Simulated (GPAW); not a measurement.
ZnSe (Stilleite):

```
Se Zn
1.0
     0.00000    2.83380    2.83380
     2.83380    0.00000    2.83380
     2.83380    2.83380    0.00000
Se Zn
1 1
Direct
  0.75000 0.75000 0.75000
  0.00000 0.00000 0.00000
```

A sound run:

| Item | Value |
| --- | --- |
| Program | GPAW 26.7.0 |
| Task | single point |
| Functional | PBE |
| Potentials or basis | GPAW PAW data sets (gpaw-data 1.2.1) |
| Cutoff | 600 eV |
| Basis | pw |
| k mesh | 8 × 8 × 8 |
| Occupations | fermi-dirac, width 0.05 eV |
| Spin | no spin polarisation |

It gives pressure 2.1 GPa; band gap on the k mesh 1.30 eV, direct.

Problem. What do these careless settings give instead: cutoff 400 eV in place of 600 eV; k mesh 7 × 7 × 7 in place of 8 × 8 × 8?

Solution. Pressure 1.2 GPa; band gap on the k mesh 1.30 eV, direct. The run converged, but these numbers show the error of the settings and aren't properties of the crystal.
